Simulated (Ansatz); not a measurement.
Set up this calculation in Ansatz 0.2.0, as the native input.

- Task: relaxation of cell and atoms
- Functional: revPBE
- Dispersion: D4
- Potentials or basis: Ansatz PAW
- Cutoff: 420 eV (not typed: the program's choice for these potentials)
- k mesh: 8 × 8 × 8
- Occupations: fermi-dirac, width 0.05 eV
- Spin: no spin polarisation

TiAl:

```
Ti Al
1.0
     3.17906    0.00000    0.00000
     0.00000    3.17906    0.00000
     0.00000    0.00000    3.17906
Ti Al
1 1
Direct
  0.00000 0.00000 0.00000
  0.50000 0.50000 0.50000
```

The cell comes from a database or a generator and needn't be the stable form of this composition.

One way to write it, as run:

input.yaml

```yaml
crystal:
  lattice:
    - [3.179064, 0.0, 0.0]
    - [0.0, 3.179064, 0.0]
    - [0.0, 0.0, 3.179064]
  atoms:
    - { symbol: Ti, position: [0.0, 0.0, 0.0] }
    - { symbol: Al, position: [0.5, 0.5, 0.5] }
hamiltonian:
  xc: revpbe
  pseudopotentials: { kind: paw }
  dispersion: d4
kpoints:
  mp_grid: { grid: [8, 8, 8] }
scf:
  occupations: { method: fermi_dirac, width: 0.05 }
output:
  forces: true
  stress: true
  eigenvalues: true
  write_density: true
  write_potential: true
  elf: true
  volumetric_format: npy
relax:
  f_tol: 0.01
  max_steps: 40
  cell: { stress_tol: 0.05 }
```

Potentials or basis: Ansatz PAW.

The run is started by

```console
$ ansatz run input.yaml --threads 2 --pin off --max-ram 5632MiB --backend cpu --events-out ev --progress --plain --runs-dir out
```

Results of the run:

```
Relaxed volume                         : 15.81 Å³/atom
Relaxed cell                           : a = 3.162 Å, b = 3.162 Å, c = 3.162 Å, α = 90.00°, β = 90.00°, γ = 90.00°
Space group after relaxing (to 0.05 Å) : Pm-3m (No. 221)
Energy gained by relaxing              : 1.5 meV/atom
Ionic steps                            : 4
Pressure after relaxing                : 0.0 GPa
Band gap on the k mesh                 : none (metal or under the smearing width)
```

Caveat: the plane-wave basis is chosen anew once the cell has moved, so the energies of steps on either side of that aren't comparable; pairwise dispersion overbinds metals, which lowers pressure and volume; the PAW data sets come from PBE, with cores solved anew for the run's functional, which leaves a small shift of forces and pressure.

Wall time 2.5 s on 2 threads of Arm Neoverse V2, with other jobs on the host, peak memory 0.3 GiB.
